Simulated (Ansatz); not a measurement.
# RbBr: a single-point run

Wanted: a converged single-point run for RbBr, and a check of what comes out. The structure is shown as the input types it. The cell is built on a prototype (zincblende) and needn't be the phase found in nature.

Computed with Ansatz 0.2.0 (density functional or hybrid calculation with the settings of its input, plane waves (as first typed), unless a step's input says otherwise).

2 further runs of the same task are left out: 2 that didn't finish.

## (1) The system as given

The structure is cubic, space group F-43m (No. 216). The conventional cell has a = 7.739 Å, b = 7.739 Å, c = 7.739 Å, α = 90.00°, β = 90.00°, γ = 90.00°. Rb (site symmetry -43m) is surrounded by 4 Br at 3.35 Å. Br (site symmetry -43m) has 4 Rb at 3.35 Å as nearest neighbours.

The input asks for a charge of +2 e on the cell.

Coordinates:

```
Rb Br
1.0
     0.00000    3.86950    3.86950
     3.86950    0.00000    3.86950
     3.86950    3.86950    0.00000
Rb Br
1 1
Direct
  0.00000 0.00000 0.00000
  0.25000 0.25000 0.25000
```

## (2) The run

Contents of input.yaml:

```yaml
crystal:
  lattice:
    - [0.0, 3.8694968646, 3.8694968646]
    - [3.8694968646, 0.0, 3.8694968646]
    - [3.8694968646, 3.8694968646, 0.0]
  atoms:
    - { symbol: Rb, position: [0.0, 0.0, 0.0] }
    - { symbol: Br, position: [0.25, 0.25, 0.25] }
kpoints:
  mp_grid: { grid: [4, 4, 4] }
hamiltonian:
  xc: pbe
scf:
  occupations: { method: fixed }
  n_extra_bands: 4
  max_iter: 63
output:
  forces: true
  stress: true
  eigenvalues: true
total_charge: 2
```

On the command line:

```sh
> ansatz run input.yaml --threads 4 --pin off --max-ram 3686MiB --backend cpu --events-out ev --progress --plain --runs-dir out
```

What happens when this is run?

The run converged and reported no error, with warnings (band overlap at count, metallic iterate, unresolved pair at count). Its log warns: «a fill by count may have filled part of one level: at k-index 1 the highest filled band, -4.648486 eV, and the lowest empty band, -4.648486 eV, stand 3.553e-15 eV apart ...»

In the input, total_charge is 2. The typed charge changes the electron count, so this is no longer the system that was meant.

To check: delete total_charge (the default then holds).
